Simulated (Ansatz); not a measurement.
# Perturbing Al2O3

Base: a refined structure from the COD, its atoms then relaxed with PBE in this cell.

```
Al O
1.0
     2.38025    1.37424    4.33187
    -2.38025    1.37424    4.33187
     0.00000   -2.74848    4.33187
Al O
4 6
Direct
  0.35208 0.35208 0.35208
  0.14792 0.14792 0.14792
  0.64792 0.64792 0.64792
  0.85208 0.85208 0.85208
  0.55646 0.94354 0.25000
  0.25000 0.55646 0.94354
  0.94354 0.25000 0.55646
  0.44354 0.05646 0.75000
  0.75000 0.44354 0.05646
  0.05646 0.75000 0.44354
```

Sites (sets of like atoms) are named by element and the number of their first atom in this list.

All values are calculated (Ansatz; DFT, PBE, plane waves and PAW, scalar-relativistic, 420 eV cutoff, Γ-centred 8×8×8 k-points, Fermi–Dirac smearing 0.02 eV), not measured.

Gradients in 10²¹ V/m²:

```
site             atoms  V_zz base  η base  V_zz variant  η variant
  Al        1, 2, 3, 4       0.56    0.00          0.81       0.00
   O  5, 6, 7, 8, 9, …      -3.88    0.51         -3.70       0.23
```

Question: Which change was made?
A. volume scaled by 0.98, ions relaxed
B. z stretched by 3 %, ions relaxed
C. z compressed by 3 %, ions relaxed
D. volume scaled by 1.06, ions relaxed

Answer: C. The largest change of V_zz is on Al, from 0.56 to 0.81. The whole tensor moves most on O, by 0.97 along its most changed direction. In per cent, |V_zz| changes by +45 on Al, -4 on O (all sites that start above 0.5). Where |V_zz| stays above 0.1, η moves most on O, from 0.51 to 0.23.

For the base: At this cell the PBE pressure is 7 GPa, so with PBE the cell would grow if it were relaxed.
For the variant: At this changed cell the PBE pressure is 15 GPa.
